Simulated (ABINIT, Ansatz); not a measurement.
**GaN (P6_3mc): G0W0 with ABINIT, start to end**

Aim: the G0W0 gap of GaN (P6_3mc) on PBE, step by step.

Calculated with ABINIT 10.8.3; PBE and many-body steps on it, plane waves.

The database entry behind the starting cell has ideal inner coordinates that were not refined, so it need not match the best structure at ambient conditions.

### Step 1. The structure

It takes space group P6_3mc (No. 186, hexagonal). The conventional cell has a = 3.190 Å, b = 3.190 Å, c = 5.189 Å, α = 90.00°, β = 90.00°, γ = 120.00°. Nearest to Ga lie 4 N at 1.95 Å. Nearest to N lie 4 Ga at 1.95 Å. Farther neighbours and most contacts between anions are not listed.

As a file:

```cif
data_structure
_symmetry_space_group_name_H-M 'P6_3mc'
_symmetry_Int_Tables_number 186
_cell_length_a 3.1900
_cell_length_b 3.1900
_cell_length_c 5.1890
_cell_angle_alpha 90.000
_cell_angle_beta 90.000
_cell_angle_gamma 120.000
_cell_volume 45.73
loop_
_atom_site_label
_atom_site_type_symbol
_atom_site_symmetry_multiplicity
_atom_site_Wyckoff_symbol
_atom_site_fract_x
_atom_site_fract_y
_atom_site_fract_z
_atom_site_occupancy
Ga1 Ga 2 b 0.66667 0.33333 0.00000 1
N1 N 2 b 0.66667 0.33333 0.37500 1
```

The cell and positions come from the Crystallography Open Database and are kept as given unless a step says otherwise.

### Step 2. Ground state

This step: ABINIT 10.8.3; DFT, PBE, plane waves, norm-conserving pseudopotentials.

The ground-state density comes first.

run.abi reads:

```
acell 3*1.0 Angstrom
rprim 
  3.190000000016 -0.000000000004 0.000000000000
  -1.595000000005 2.762621038088 0.000000000000
  0.000000000000 0.000000000000 5.189000000000
ntypat 2
znucl 31 7
natom 4
typat 1 1 2 2
xred 
  0.666666666667 0.333333333333 0.000000000000
  0.333333333333 0.666666666667 0.500000000000
  0.666666666667 0.333333333333 0.375000000000
  0.333333333333 0.666666666667 0.875000000000
pp_dirpath "pseudos"
pseudos "Ga.upf, N.upf"
ecut 45
ngkpt 6 6 4
nshiftk 1
shiftk 0 0 0
kptopt 1
chksymbreak 0
nband 32
occopt 1
tolvrs 1e-10
nstep 60
prtwf 0
optforces 0
optstress 0
indata_prefix "in"
outdata_prefix "out"
tmpdata_prefix "tmp"
```

Command:

```bash
$ OMP_NUM_THREADS=1 mpirun -n 16 abinit run.abi > log
```

Numbers of over 12 decimals in the logs are rounded to 6 here.

The program printed:

```text
.Version 10.8.3 of ABINIT. v10.8.2 released Aug 2026.

 Symmetries : space group P6_3 m c (#186); Bravais hP (primitive hexag.)
================================================================================
 Values of the parameters that define the memory need of the present run
     intxc =       0    ionmov =       0      iscf =       7    lmnmax =       6
     lnmax =       6     mgfft =      60  mpssoang =       3    mqgrid =    3001
     natom =       4  nloc_mem =       1    nspden =       1   nspinor =       1
    nsppol =       1      nsym =      12    n1xccc =    2501    ntypat =       2
    occopt =       1   xclevel =       2
-    mband =          32        mffmem =           1         mkmem =           2
       mpw =        4506          nfft =       96000          nkpt =          21
================================================================================
  Rough estimation (10% accuracy) of disk space for files :
================================================================================

--------------------------------------------------------------------------------
------------- Echo of variables that govern the present computation ------------
--------------------------------------------------------------------------------
 -outvars: echo values of preprocessed input variables --------
            acell      1.8897261259E+00  1.8897261259E+00  1.8897261259E+00 Bohr

      chksymbreak           0
             ecut      4.50000000E+01 Hartree
-          fftalg         312

              ixc     -101130
              kpt      0.00000000E+00  0.00000000E+00  0.00000000E+00
                       1.66666667E-01  0.00000000E+00  0.00000000E+00
                       3.33333333E-01  0.00000000E+00  0.00000000E+00
                       5.00000000E-01  0.00000000E+00  0.00000000E+00
                       1.66666667E-01  1.66666667E-01  0.00000000E+00
                       3.33333333E-01  1.66666667E-01  0.00000000E+00
                       3.33333333E-01  3.33333333E-01  0.00000000E+00
                       0.00000000E+00  0.00000000E+00  2.50000000E-01
                       1.66666667E-01  0.00000000E+00  2.50000000E-01
   [... 10 further rows ...]
                       3.33333333E-01  1.66666667E-01  5.00000000E-01
                       3.33333333E-01  3.33333333E-01  5.00000000E-01
         kptrlatt        6    0    0      0    6    0      0    0    4
          kptrlen      3.61693581E+01
P           mkmem           2
            natom           4
            nband          32
            ngfft          40      40      60
             nkpt          21
            nstep          60
             nsym          12
           ntypat           2
              occ      2.000000  2.000000  2.000000  2.000000  2.000000  2.000000
                       2.000000  2.000000  2.000000  2.000000  2.000000  2.000000
                       2.000000  2.000000  2.000000  2.000000  2.000000  2.000000
                       2.000000  2.000000  2.000000  2.000000  2.000000  2.000000
                       2.000000  2.000000  0.000000  0.000000  0.000000  0.000000
                       0.000000  0.000000
        optforces           0
        optstress           0
            prtwf           0
            rprim      3.1900000000E+00 -4.0000000000E-12  0.0000000000E+00
[...]
spgroup         186

           tolvrs      1.00000000E-10

             xred      6.6666666667E-01  3.3333333333E-01  0.0000000000E+00
[...]
znucl       31.00000    7.00000

================================================================================

 chkinp: Checking input parameters for consistency.

================================================================================
== DATASET  1 ==================================================================
-   mpi_nproc: 16, omp_nthreads: 1 (-1 if OMP is not activated)
-    --> not optimal distribution: autoparal keyword recommended in input file <--

--- !DatasetInfo
iteration_state: {dtset: 1, }
dimensions: {natom: 4, nkpt: 21, mband: 32, nsppol: 1, nspinor: 1, nspden: 1, mpw: 4506, }
cutoff_energies: {ecut:  45.0, pawecutdg:  -1.0, }
electrons: {nelect:   5.20000000E+01, charge:   0.00000000E+00, occopt:   1.00000000E+00, tsmear:   1.00000000E-02, }

 Real(R)+Recip(G) space primitive vectors, cartesian coordinates (Bohr,Bohr^-1):
 R(1)=  6.0282263  0.0000000  0.0000000  G(1)=  0.1658863  0.0957745  0.0000000
 R(2)= -3.0141132  5.2205972  0.0000000  G(2)=  0.0000000  0.1915490  0.0000000
 R(3)=  0.0000000  0.0000000  9.8057889  G(3)=  0.0000000  0.0000000  0.1019806
 Unit cell volume ucvol=  3.0859741E+02 bohr^3
 Angles (23,13,12)=  9.00000000E+01  9.00000000E+01  1.20000000E+02 degrees

 getcut: wavevector=  0.0000  0.0000  0.0000  ngfft=  40  40  60
         ecut(hartree)=     45.000   => boxcut(ratio)=   2.02627

--- Pseudopotential description ------------------------------------------------
- Ga Generated using ONCVPSP code by D. R. Hamann
- 31.00000  21.00000  171031                  znucl, zion, pspdat
12 -101130 2 -1 1902                          pspcod,pspxc,lmax,lloc,mmax
     nproj     2     2     2
  pspatm : epsatm=   21.85474337
         --- l  ekb(1:nproj) -->
[...]
pspatm: atomic psp has been read  and splines computed

- N Generated using ONCVPSP code by D. R. Hamann
-  7.00000   5.00000  171031                  znucl, zion, pspdat
12 -101130 1 -1 1058                          pspcod,pspxc,lmax,lloc,mmax
     nproj     2     2     0
  pspatm : epsatm=    5.20977870
         --- l  ekb(1:nproj) -->
[...]
pspatm: atomic psp has been read  and splines computed

   2.81471030E+03                                ecore*ucvol(ha*bohr**3)
--------------------------------------------------------------------------------

_setup2: Arith. and geom. avg. npw (full set) are    4450.160    4450.144

================================================================================

--- !BeginCycle
iteration_state: {dtset: 1, }
solver: {iscf: 7, nstep: 60, nline: 4, wfoptalg: 0, }
tolerances: {tolvrs: 1.00E-10, }

     iter   Etot(hartree)      deltaE(h)  residm     vres2
 ETOT  1  -514.91241054123    -5.149E+02 5.658E-01 2.259E+03
 ETOT  2  -516.80333335610    -1.891E+00 4.036E-02 3.250E+03
 ETOT  3  -517.42656362396    -6.232E-01 1.014E-01 5.839E+01
 ETOT  4  -517.43277143139    -6.208E-03 5.667E-03 3.122E+01
 ETOT  5  -517.43610687167    -3.335E-03 3.358E-03 5.848E+00
 ETOT  6  -517.43717997071    -1.073E-03 1.205E-02 1.232E-01
 ETOT  7  -517.43719931203    -1.934E-05 1.934E-03 3.823E-02
 ETOT  8  -517.43720571057    -6.399E-06 8.764E-04 2.595E-03
 ETOT  9  -517.43720617804    -4.675E-07 1.286E-03 9.031E-05
 ETOT 10  -517.43720619561    -1.758E-08 4.232E-04 4.200E-07
 ETOT 11  -517.43720619571    -9.913E-11 4.766E-04 3.169E-09
 ETOT 12  -517.43720619571     7.731E-12 1.401E-04 1.619E-10
 ETOT 13  -517.43720619570     2.842E-12 1.580E-04 7.835E-12

 At SCF step   13       vres2   =  7.83E-12 < tolvrs=  1.00E-10 =>converged.

--- !ResultsGS
iteration_state: {dtset: 1, }
comment   : Summary of ground state results
lattice_vectors:
- [  6.0282263,  -0.0000000,   0.0000000, ]
- [ -3.0141132,   5.2205972,   0.0000000, ]
- [  0.0000000,   0.0000000,   9.8057889, ]
lattice_lengths: [   6.02823,    6.02823,    9.80579, ]
lattice_angles: [ 90.000,  90.000, 120.000, ] # degrees, (23, 13, 12)
lattice_volume:   3.0859741E+02
convergence: {deltae:  2.842E-12, res2:  7.835E-12, residm:  1.580E-04, diffor:  0.000E+00, }
etotal    :  -5.17437206E+02
entropy   :   0.00000000E+00
fermie    :   2.53663909E-01
cartesian_stress_tensor: null
pressure_GPa: null
xred      :
- [  6.6667E-01,   3.3333E-01,   0.0000E+00, Ga]
- [  3.3333E-01,   6.6667E-01,   5.0000E-01, Ga]
- [  6.6667E-01,   3.3333E-01,   3.7500E-01,  N]
- [  3.3333E-01,   6.6667E-01,   8.7500E-01,  N]
cartesian_forces: null
force_length_stats: {min: null, max: null, mean: null, }

 Integrated electronic density in atomic spheres:
 ------------------------------------------------
 Atom  Sphere_radius  Integrated_density
[...]
4        2.00000          5.25890326
================================================================================

 ----iterations are completed or convergence reached----

 Mean square residual over all n,k,spin=   45.715E-08; max=  15.795E-05
 reduced coordinates (array xred) for    4 atoms
       0.666666666667      0.333333333333      0.000000000000
       0.333333333333      0.666666666667      0.500000000000
       0.666666666667      0.333333333333      0.375000000000
       0.333333333333      0.666666666667      0.875000000000
 rms dE/dt=  0.0000E+00; max dE/dt=  0.0000E+00; dE/dt below (all hartree)
    1       0.000000000000      0.000000000000      0.000000000000
    2       0.000000000000      0.000000000000      0.000000000000
    3       0.000000000000      0.000000000000      0.000000000000
    4       0.000000000000      0.000000000000      0.000000000000

 cartesian coordinates (angstrom) at end:
    1      1.595000     0.920874     0.000000
    2      2e-12     1.841747     2.594500
    3      1.595000     0.920874     1.945875
    4      2e-12     1.841747     4.540375
 length scales=  1.889726125908  1.889726125908  1.889726125908 bohr
              =  1.000000000000  1.000000000000  1.000000000000 angstroms
 prteigrs : about to open file out_EIG
 Fermi (or HOMO) energy (hartree) =   0.25366   Average Vxc (hartree)=  -0.43114
 Eigenvalues (hartree) for nkpt=  21  k points:
 kpt#   1, nband= 32, wtk=  0.00694, kpt=  0.0000  0.0000  0.0000 (reduced coord)
  -4.97589   -4.97589   -3.16320   -3.16306   -3.16306   -3.16305   -3.16304   -3.16304
  -0.33265   -0.30063   -0.24456   -0.24373   -0.24373   -0.24156   -0.24156   -0.23496
  -0.23496   -0.23177   -0.23177   -0.18366   -0.00600    0.21541    0.21541    0.25131
   0.25366    0.25366    0.32419    0.41056    0.59120    0.61823    0.61823    0.65065
 prteigrs : prtvol=0 or 1, do not print more k-points.

--- !EnergyTerms
iteration_state     : {dtset: 1, }
comment             : Components of total free energy in Hartree
kinetic             :  2.55431677541851E+02
hartree             :  2.00907745564387E+02
xc                  : -5.79425709439296E+01
Ewald energy        : -2.70513489358838E+02
psp_core            :  9.12097848216284E+00
local_psp           : -5.33709696701011E+02
non_local_psp       : -1.20731850780325E+02
total_energy        : -5.17437206195703E+02
total_energy_eV     : -1.40801836758326E+04
band_energy         : -6.19806074437105E+01

== END DATASET(S) ==============================================================
================================================================================

 -outvars: echo values of variables after computation  --------
           etotal     -5.1743720620E+02
            nband          32
             nkpt          21
          spgroup         186
 [... the other variables as echoed above ...]

 Calculation completed.
```

Wall time 17 s (16 MPI ranks of Arm Neoverse V1, shared host); peak memory 1.2 GiB; 4.4 min of CPU time.

Numbers from this step:

* total energy: -14080.1837 eV
* gap: 1.919 eV
* k of the valence top: 0, 0, 0
* k of the conduction bottom: 0, 0, 0
* least direct gap: 1.919 eV

The gap is direct, at Γ.

[end of part 1 of 3]

[Paths, hosts, dates, memory and timing lines, banners, echoed tables and standing remarks are left out of the program output.]

[Logs are printed without paths, hosts, clocks, repeated set-up lines and the standing remarks that a program may print on its own settings, such as how far it seeks lower states.]

[Runs of the session that timed out or met a known fault of the program may be left out.]

[Hosts, paths, dates, database ids (printed as entryN), source tags and the programs' standing remarks are cut or masked in the printed files.]

[G0W0 gaps are taken among the corrected bands and points alone; a level outside them can change the order at an edge.]

[Where Ansatz stands beside ABINIT at settings called matched, ABINIT's density can come from a denser mesh and the files from another edition; pairs whose starting gaps differed by over 0.03 eV were left out, so agreement reads better than it is.]
